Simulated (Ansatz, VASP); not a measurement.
## Na: VASP beside Ansatz

Contents of INCAR:

```
PREC = Accurate ; ENCUT = 520
EDIFF = 1E-7 ; ISMEAR = -1
SIGMA = 0.08 ; LREAL = False
LASPH = True ; NELM = 60
ALGO = Normal ; ISIF = 2
LWAVE = False ; LCHARG = False
GGA = PE ; NBANDS = 10
```

Contents of KPOINTS:

```
Automatic mesh
0
Gamma
  13 13 12
```

The input POSCAR:

```
Na
1.0
    2.9676470437      0.0000000000      0.0000000000
   -1.4838235219      2.5700577293      0.0000000000
    0.0000000000      0.0000000000      2.7724700201
Na
1
Direct
    0.0000000000      0.0000000000      0.0000000000
```

Input for Ansatz:

```yaml
crystal:
  lattice:
    - [2.9676470437, 0.0, 0.0]
    - [-1.4838235219, 2.5700577293, 0.0]
    - [0.0, 0.0, 2.7724700201]
  atoms:
    - { symbol: Na, position: [0.0, 0.0, 0.0] }
kpoints:
  mp_grid: { grid: [13, 13, 12] }
scf:
  occupations: { method: fermi_dirac, width: 0.08 }
hamiltonian:
  xc: pbe
  pseudopotentials: { kind: all_electron, lapw: { basis_error: 0.001 } }
output:
  forces: true
  stress: true
  eigenvalues: true
  populations: true
```

Change from the starting cell: volume scaled by 0.55, LAPW.

Alike in both runs: task single point; functional PBE; k mesh 13 × 13 × 12; occupations fermi-dirac, width 0.08 eV; no spin polarisation.

```csv
,VASP,Ansatz
version,VASP 6.6.1,Ansatz 0.2.0
potentials or method,"VASP PAW PBE potentials, release 64 (Na_pv)","all-electron LAPW, scalar-relativistic"
plane-wave cutoff (eV),520,see its input
```

```csv
,VASP,Ansatz,Ansatz less VASP
pressure (GPa),12.5,12.5,-0.03
largest component of the traceless stress (GPa),0.29,0.28,-0.004
```

Ansatz ran all-electron here, so the differences hold the error of VASP's frozen core and of both bases.
